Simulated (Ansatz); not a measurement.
System: zinc-blende ZnTe. Method: r²SCAN50 (Ansatz, a first-principles code, PAW).

Numerical settings: plane-wave cutoff 520 eV, 8×8×8 k mesh, Fermi–Dirac smearing 0.01 eV, scalar-relativistic PAW data made under PBE.

Computed at the level's own relaxed cell.

Predict the equilibrium lattice constant a, bulk modulus B0, pressure derivative B′ of the bulk modulus, volume per atom and band gap.


- equilibrium lattice constant a = 6.102 Å
- bulk modulus B0 = 53.7 GPa
- pressure derivative B′ of the bulk modulus = 4.3
- volume per atom = 28.40 Å³/atom
- band gap = 4.66 eV (on the SCF k mesh)

Measured, for comparison: band gap 2.43 eV (zero-point renormalisation of 40 meV (experimental, the table's column) added back here, direct; inputs from Miglio et al. (2020), arXiv:2011.12765); lattice constant a 6.104 Å (room temperature, no zero-point or thermal correction, our sources range from 6.089 to 6.104; as tabulated in Albrecht et al. (1997), arXiv:cond-mat/9706128); bulk modulus 51 ± 3 GPa (room temperature, no zero-point or thermal correction; as tabulated in Determination of phase transition pressures of ZnTe under quasihydrostatic …); equilibrium volume per atom 28.42 Å³/atom (room temperature, no zero-point or thermal correction; as tabulated in Albrecht et al. (1997), arXiv:cond-mat/9706128). Computed (rounded) less measured: lattice constant a 0.0 % (inside the range of the sources held), bulk modulus +5 % (inside the measured uncertainty), equilibrium volume per atom -0.1 %. A static lattice is as a rule a little smaller and stiffer than an uncorrected measurement, which narrows the difference in the bulk modulus and would widen misses of the other sign.

Spin–orbit coupling is not included; with these elements it can move the gap by several tenths of an eV or more.

Computed values are for the static lattice.

Computing time: around 26 core-minutes (rough).
